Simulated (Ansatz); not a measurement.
AlN: changing the functional

The cell as given:

Space group F-43m (No. 216). a = 4.368 Å, b = 4.368 Å, c = 4.368 Å, α = 90.00°, β = 90.00°, γ = 90.00°
| atom | site | symmetry | x | y | z |
| --- | --- | --- | --- | --- | --- |
| Al | 4a | -43m | 0.0000 | 0.0000 | 0.0000 |
| N | 4d | -43m | 0.2500 | 0.2500 | 0.7500 |

Measurements of this composition are mostly on another form, of space group No. 186.

Kept alike: task relaxation of cell and atoms; k mesh 10 × 10 × 10; occupations fermi-dirac, width 0.05 eV; no spin polarisation. Program: Ansatz, Ansatz PAW. Cutoffs run from 420 to 500 eV. The mesh is that of the run's cell of 2 atoms. No spin-orbit coupling.

| functional | band gap (eV) | volume (Å³/atom) |
| --- | --- | --- |
| BLYP | 3.661 | 10.830 |
| LDA | 3.252 | 10.234 |
| PBE | 3.312 | 10.671 |
| PBEsol | 3.193 | 10.484 |
| RPBE | 3.342 | 10.869 |
| r2SCAN | 3.941 | 10.430 |
| revPBE | 3.332 | 10.821 |

Gaps hold for each row's own relaxed cell. The relaxations keep at least the cell's symmetry (F-43m). Relaxations stop with a little pressure left, so the last digits of a volume or edge aren't settled. Ansatz's relaxations hold a Pulay term in the stress (up to 0.7 GPa here). A gap read on the mesh alone can miss an edge between its points. All rows use potentials made for PBE.

Task: What does the functional change here?

Result: The band gap runs from 3.193 (PBEsol) to 3.941 eV (r2SCAN). From PBE: BLYP +0.349; LDA -0.060; PBEsol -0.119; RPBE +0.030; r2SCAN +0.629; revPBE +0.020. The volume runs from 10.234 (LDA) to 10.869 Å³/atom (RPBE). From PBE: BLYP +0.159; LDA -0.437; PBEsol -0.187; RPBE +0.198; r2SCAN -0.241; revPBE +0.150.
